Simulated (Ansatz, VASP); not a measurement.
## H2Se in VASP and in Ansatz

```xyz
3
Lattice="3.2583 0.0000 0.0000 -1.6291 2.8217 0.0000 0.0000 0.0000 3.9135" Properties=species:S:1:pos:R:3 pbc="T T T"
H     0.0000    1.8812    0.5657
H     1.6291    0.9406    3.3477
Se    0.0000    0.0000    0.0000
```

Change from the starting cell: species swapped into the Te2Pt type (P-3m1, No. 164).

Alike in both runs: functional PBE; dispersion D3(BJ); k mesh 18 × 18 × 12; occupations gaussian, width 0.1 eV; no spin polarisation.

Ansatz relaxed the structure, and its values are those at the end. VASP's run is a single point on that final structure, the one shown.

|  | VASP | Ansatz |
| --- | --- | --- |
| version | VASP 6.6.1 | Ansatz 0.2.0 |
| potentials or method | VASP PAW PBE potentials, release 64 (H, Se) | scalar-relativistic, plane waves, PAW |
| plane-wave cutoff (eV) | 520 | 420 |
| valence electrons in the cell | 8 | 18 |

|  | VASP | Ansatz | Ansatz less VASP |
| --- | --- | --- | --- |
| gap on the k mesh at the Fermi level (eV) | none | none | - |
| pressure (GPa) | 0.0 | 0.0 | +0.02 |

A gap of «none» marks a metal or a gap that the smearing closes. The two sets of potentials don't hold the same shells in valence.

Caveats: pairwise dispersion overbinds metals, which lowers pressure and volume.
